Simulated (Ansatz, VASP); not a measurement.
# One calculation of Ti, two programs

```
Ti
1.0
    -1.62606    1.62606    1.62606
     1.62606   -1.62606    1.62606
     1.62606    1.62606   -1.62606
Ti
1
Direct
  0.00000 0.00000 0.00000
```

Alike in both runs: functional r2SCAN; k mesh 24 × 24 × 24; occupations gaussian, width 0.1 eV; no spin polarisation.

Ansatz relaxed the structure, and its values are those at the end. VASP's run is a single point on that final structure, the one shown.

|  | VASP | Ansatz |
| --- | --- | --- |
| version | VASP 6.6.1 | Ansatz 0.2.0 |
| potentials or method | VASP PAW PBE potentials, release 64 (Ti_sv) | scalar-relativistic, plane waves, PAW |
| plane-wave cutoff (eV) | 520 | 500 |
| valence electrons in the cell | 12 | 12 |

|  | VASP | Ansatz | Ansatz less VASP |
| --- | --- | --- | --- |
| gap on the k mesh at the Fermi level (eV) | none | none | - |
| pressure (GPa) | 0.3 | 0.0 | -0.30 |

A gap of «none» marks a metal or a gap that the smearing closes.

Caveats: the PAW data sets were made with another functional, which shifts forces and pressure a little (VASP).
